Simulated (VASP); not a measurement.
A run of VASP 6.6.1 is set up as follows.

Contents of INCAR:

```
  PREC = Accurate
  ENCUT = 520
  EDIFF = 1E-6
  ISMEAR = 0
  SIGMA = 0.1
  LREAL = False
  LASPH = True
  NELM = 80
  ALGO = Normal
  ISIF = 2
  LWAVE = False
  LCHARG = True
  METAGGA = R2SCAN
  LMIXTAU = True
  LELF = True
  LVHAR = True
```

Contents of KPOINTS:

```
Automatic mesh
0
Gamma
  12 12 12
```

Contents of POSCAR:

```
Ti3Al
1.0
    0.0000000000      3.1842200000      3.1842200000
    3.1842200000      0.0000000000      3.1842200000
    3.1842200000      3.1842200000      0.0000000000
Ti Al
3 1
Direct
    0.7500000000      0.7500000000      0.7500000000
    0.2500000000      0.2500000000      0.2500000000
    0.0000000000      0.0000000000      0.0000000000
    0.5000000000      0.5000000000      0.5000000000
```

Potentials or basis: VASP PAW PBE potentials, release 64 (Ti_sv, Al).

The run is started by

```console
$ cat potpaw_PBE.64/Ti_sv/POTCAR potpaw_PBE.64/Al/POTCAR > POTCAR
$ mpirun -np 1 vasp_std > vasp.out
```

Q: Estimate the band gap on the k mesh.

A: None (metal or under the smearing width).

Q: Predict the pressure.

A: 3.7 GPa.

Caveat: the PAW data sets were made with another functional, which shifts forces and pressure a little.
